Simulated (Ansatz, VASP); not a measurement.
## Cr in VASP and in Ansatz

The input INCAR:

```
SYSTEM = Cr
PREC = Accurate
ENCUT = 520
EDIFF = 1E-6
ISMEAR = -1
SIGMA = 0.1
LREAL = .FALSE.
LASPH = .TRUE.
NELM = 100
ALGO = Normal
ISIF = 2
LWAVE = .FALSE.
LCHARG = .FALSE.
GGA = RP
NBANDS = 19
```

The input KPOINTS:

```
regular mesh
0
G
  12 12 12
  0 0 0
```

Contents of POSCAR:

```
Cr
1.0
    0.0000000000      2.6441119456      2.6441119456
    2.6441119456      0.0000000000      2.6441119456
    2.6441119456      2.6441119456      0.0000000000
Cr
2
Direct
    0.1250000000      0.1250000000      0.1250000000
    0.8750000000      0.8750000000      0.8750000000
```

Input for Ansatz:

```yaml
crystal:
  lattice:
    - [0.0, 2.6441119456, 2.6441119456]
    - [2.6441119456, 0.0, 2.6441119456]
    - [2.6441119456, 2.6441119456, 0.0]
  atoms:
    - { symbol: Cr, position: [0.125, 0.125, 0.125] }
    - { symbol: Cr, position: [0.875, 0.875, 0.875] }
hamiltonian:
  xc: rpbe
  pseudopotentials:
    kind: paw
    azcp:
      Cr: "pseudopotentials/Cr.paw.azcp"
basis:
  ecutwfc: 420
  fft_grid_basis: typed
kpoints:
  mp_grid: { grid: [12, 12, 12], shift: [0, 0, 0] }
magnetization:
  spin_polarized: false
scf:
  occupations: { method: fermi_dirac, width: 0.1 }
  lower_state_search: "off"
output:
  stress: true
```

Alike in both runs: task single point; functional RPBE; k mesh 12 × 12 × 12; occupations fermi-dirac, width 0.1 eV; no spin polarisation.

```csv
,VASP,Ansatz
version,VASP 6.6.1,Ansatz 0.2.0
potentials or method,"VASP PAW PBE potentials, release 64 (Cr_pv)","plane waves (420 eV) with PAW, scalar-relativistic"
plane-wave cutoff (eV),520,420
valence electrons in the cell,24,28
```

|  | VASP | Ansatz | Ansatz less VASP |
| --- | --- | --- | --- |
| pressure (GPa) | -6.2 | -6.2 | -0.02 |

The two sets of potentials don't hold the same shells in valence.

Caveats: the PAW data sets were made with another functional, which shifts forces and pressure a little (VASP); the run has no spin polarisation, though such a crystal can be magnetic. Spin polarisation is off, so any magnetic state and its effect on volume and gap are missing.
